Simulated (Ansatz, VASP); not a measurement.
# One calculation of Zn, two programs

The input INCAR:

```
ALGO = Normal
EDIFF = 1E-6
ENCUT = 520
GGA = RE
ISIF = 2
ISMEAR = -1
LASPH = T
LCHARG = F
LREAL = F
LWAVE = F
NBANDS = 12
NELM = 80
PREC = Accurate
SIGMA = 0.1
```

The input KPOINTS:

```
k-points
0
Gamma
  16 16 16
```

Contents of POSCAR:

```
Zn
1.0
   -1.5624645614      1.5624645614      1.5624645614
    1.5624645614     -1.5624645614      1.5624645614
    1.5624645614      1.5624645614     -1.5624645614
Zn
1
Direct
    0.0000000000      0.0000000000      0.0000000000
```

Input for Ansatz:

```yaml
crystal:
  lattice:
    - [-1.5624645614, 1.5624645614, 1.5624645614]
    - [1.5624645614, -1.5624645614, 1.5624645614]
    - [1.5624645614, 1.5624645614, -1.5624645614]
  atoms:
    - { symbol: Zn, position: [0.0, 0.0, 0.0] }
hamiltonian:
  xc: revpbe
  pseudopotentials:
    kind: paw
    azcp:
      Zn: "pseudopotentials/Zn.paw.azcp"
basis:
  ecutwfc: 420
  fft_grid_basis: typed
kpoints:
  mp_grid: { grid: [16, 16, 16], shift: [0, 0, 0] }
magnetization:
  spin_polarized: false
scf:
  occupations: { method: fermi_dirac, width: 0.1 }
  lower_state_search: "off"
output:
  stress: true
```

Alike in both runs: task single point; functional revPBE; k mesh 16 × 16 × 16; occupations fermi-dirac, width 0.1 eV; no spin polarisation.

```csv
,VASP,Ansatz
version,VASP 6.6.1,Ansatz 0.2.0
potentials or method,"VASP PAW PBE potentials, release 64 (Zn)","plane waves (420 eV) with PAW, scalar-relativistic"
plane-wave cutoff (eV),520,420
valence electrons in the cell,12,12
```

```csv
,VASP,Ansatz,Ansatz less VASP
pressure (GPa),3.2,2.8,-0.32
```

The functional is the same, so the differences come from potentials, cutoffs and numerics.

Caveats: the PAW data sets were made with another functional, which shifts forces and pressure a little (VASP).
